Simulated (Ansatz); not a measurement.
```
Mg O
1.0
     0.00000    1.98986    1.98986
     1.98986    0.00000    1.98986
     1.98986    1.98986    0.00000
Mg O
1 1
Direct
  0.00000 0.00000 0.00000
  0.50000 0.50000 0.50000
```

PBE orbitals in Ansatz, all-electron datasets in plane waves (scalar-relativistic, Gaussian nuclei), wave cutoff 3300 eV, 4×4×4 mesh, Wigner-Seitz cut of the exact exchange.

The cell is then scaled evenly to 1.128 times this volume.

Energy change of the cell: PBE -0.353 eV (mean pressure +28.1 GPa).

(1) What change follows for the Hartree-Fock expression on the same orbitals?

## Answers

(1) The Hartree-Fock expression on the same orbitals: -0.227 eV (mean pressure +18.1 GPa).

The cell is a model at fixed atoms and needn't be the relaxed known crystal. The mesh is coarse, so these steps aren't converged.
